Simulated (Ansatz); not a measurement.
# NaF: pressure against volume

Aim: scale the cell of NaF up and down at fixed shape and fractional positions, and get the equilibrium volume and bulk modulus with LAPW, PAW and all-electron datasets made for the crystal.

Program: Ansatz 0.2.0. Level of theory: DFT PBE, scalar-relativistic. These are calculated values, not measurements.

## (1) The structure to begin with

The structure is cubic, space group Fm-3m (No. 225). The conventional cell has a = 4.647 Å, b = 4.647 Å, c = 4.647 Å, α = 90.00°, β = 90.00°, γ = 90.00°. Around Na (site symmetry m-3m) lie 6 F at 2.32 Å. F (site symmetry m-3m) is surrounded by 6 Na at 2.32 Å.

As a file:

```cif
data_structure
_symmetry_space_group_name_H-M 'P 1'
_symmetry_Int_Tables_number 1
_cell_length_a 3.2856
_cell_length_b 3.2856
_cell_length_c 3.2856
_cell_angle_alpha 60.000
_cell_angle_beta 60.000
_cell_angle_gamma 60.000
_cell_volume 25.08
loop_
_atom_site_label
_atom_site_type_symbol
_atom_site_fract_x
_atom_site_fract_y
_atom_site_fract_z
_atom_site_occupancy
Na1 Na 0.00000 0.00000 0.00000 1
F1 F 0.50000 0.50000 0.50000 1
```

The cell is a measured one (Crystallography Open Database entry 9007459); the temperature and pressure of the measurement aren't taken into account, and nothing was relaxed.

Atoms are numbered in the order of the input: Na1, F2.

## (2) Volume × 0.9405, LAPW

input.yaml reads:

```yaml
crystal:
  lattice:
    - [0.0, 2.2762758583, 2.2762758583]
    - [2.2762758583, 0.0, 2.2762758583]
    - [2.2762758583, 2.2762758583, 0.0]
  atoms:
    - { symbol: Na, position: [0.0, 0.0, 0.0] }
    - { symbol: F, position: [0.5, 0.5, 0.5] }
kpoints:
  mp_grid: { grid: [10, 10, 10] }
scf:
  occupations: { method: fermi_dirac, width: 0.02 }
hamiltonian:
  xc: pbe
  pseudopotentials: { kind: all_electron, lapw: { basis_error: 0.0005 } }
output:
  forces: true
  stress: true
  eigenvalues: true
```

Launch:

```
ansatz run input.yaml --threads 1 --pin off --max-ram 2048MiB --backend cpu --events-out ev --progress --plain --runs-dir out
```

## (3) Volume × 0.9405, PAW

Edit input.yaml of step 2 so:

```diff
@@ -14,3 +14,3 @@
   xc: pbe
-  pseudopotentials: { kind: all_electron, lapw: { basis_error: 0.0005 } }
+  pseudopotentials: { kind: paw }
 output:
@@ -19 +19,2 @@
   eigenvalues: true
+  efg: { contact_densities: true }
```

## (4) Volume × 0.9405, crystal datasets

Edit input.yaml of step 3 so:

```diff
@@ -14,3 +14,3 @@
   xc: pbe
-  pseudopotentials: { kind: paw }
+  pseudopotentials: { kind: all_electron, datasets: crystal }
 output:
```

## (5) Volume × 0.97, LAPW

input.yaml reads:

```yaml
crystal:
  lattice:
    - [0.0, 2.2998307186, 2.2998307186]
    - [2.2998307186, 0.0, 2.2998307186]
    - [2.2998307186, 2.2998307186, 0.0]
  atoms:
    - { symbol: Na, position: [0.0, 0.0, 0.0] }
    - { symbol: F, position: [0.5, 0.5, 0.5] }
kpoints:
  mp_grid: { grid: [10, 10, 10] }
scf:
  occupations: { method: fermi_dirac, width: 0.02 }
hamiltonian:
  xc: pbe
  pseudopotentials: { kind: all_electron, lapw: { basis_error: 0.0005 } }
output:
  forces: true
  stress: true
  eigenvalues: true
```

## (6) Volume × 0.97, PAW

Edit input.yaml of step 5 so:

```diff
@@ -14,3 +14,3 @@
   xc: pbe
-  pseudopotentials: { kind: all_electron, lapw: { basis_error: 0.0005 } }
+  pseudopotentials: { kind: paw }
 output:
@@ -19 +19,2 @@
   eigenvalues: true
+  efg: { contact_densities: true }
```

## (7) Volume × 1.03, LAPW

input.yaml reads:

```yaml
crystal:
  lattice:
    - [0.0, 2.3463044664, 2.3463044664]
    - [2.3463044664, 0.0, 2.3463044664]
    - [2.3463044664, 2.3463044664, 0.0]
  atoms:
    - { symbol: Na, position: [0.0, 0.0, 0.0] }
    - { symbol: F, position: [0.5, 0.5, 0.5] }
kpoints:
  mp_grid: { grid: [10, 10, 10] }
scf:
  occupations: { method: fermi_dirac, width: 0.02 }
hamiltonian:
  xc: pbe
  pseudopotentials: { kind: all_electron, lapw: { basis_error: 0.0005 } }
output:
  forces: true
  stress: true
  eigenvalues: true
```

## (8) Volume × 1.03, PAW

Edit input.yaml of step 7 so:

```diff
@@ -14,3 +14,3 @@
   xc: pbe
-  pseudopotentials: { kind: all_electron, lapw: { basis_error: 0.0005 } }
+  pseudopotentials: { kind: paw }
 output:
@@ -19 +19,2 @@
   eigenvalues: true
+  efg: { contact_densities: true }
```

## (9) Volume × 1.06, LAPW

input.yaml reads:

```yaml
crystal:
  lattice:
    - [0.0, 2.3688664703, 2.3688664703]
    - [2.3688664703, 0.0, 2.3688664703]
    - [2.3688664703, 2.3688664703, 0.0]
  atoms:
    - { symbol: Na, position: [0.0, 0.0, 0.0] }
    - { symbol: F, position: [0.5, 0.5, 0.5] }
kpoints:
  mp_grid: { grid: [10, 10, 10] }
scf:
  occupations: { method: fermi_dirac, width: 0.02 }
hamiltonian:
  xc: pbe
  pseudopotentials: { kind: all_electron, lapw: { basis_error: 0.0005 } }
output:
  forces: true
  stress: true
  eigenvalues: true
```

## (10) Volume × 1.06, PAW

Edit input.yaml of step 9 so:

```diff
@@ -14,3 +14,3 @@
   xc: pbe
-  pseudopotentials: { kind: all_electron, lapw: { basis_error: 0.0005 } }
+  pseudopotentials: { kind: paw }
 output:
@@ -19 +19,2 @@
   eigenvalues: true
+  efg: { contact_densities: true }
```

## (11) Volume × 1.06, crystal datasets

Edit input.yaml of step 10 so:

```diff
@@ -14,3 +14,3 @@
   xc: pbe
-  pseudopotentials: { kind: paw }
+  pseudopotentials: { kind: all_electron, datasets: crystal }
 output:
```

(Steps that only read results are left out.)

**Question.** What will these runs give? Wanted: equilibrium volume; bulk modulus (for each run or level that gives them).

As calculated:

| quantity | value |
| --- | --- |
| equilibrium volume (LAPW) | 12.994 Å³/atom |
| bulk modulus (LAPW) | 45 GPa |
| its pressure derivative (LAPW) | 4.5 |
| equilibrium volume (PAW) | 12.988 Å³/atom |
| bulk modulus (PAW) | 45 GPa |
| its pressure derivative (PAW) | 4.5 |

**Reading.** By LAPW, the pressure vanishes at 12.99 Å³/atom (+3.6 % from the starting cell) and the bulk modulus there is 45 GPa (Birch-Murnaghan, third order). PAW's volume lies -0.05 % and its modulus less than 0.1 % from LAPW's. The gap goes from 6.61 eV at the smallest volume to 5.97 eV at the largest. No thermal or zero-point expansion is included.

These are semilocal Kohn-Sham gaps, which aren't the measured quantity. Such gaps usually fall short of the measured ones.
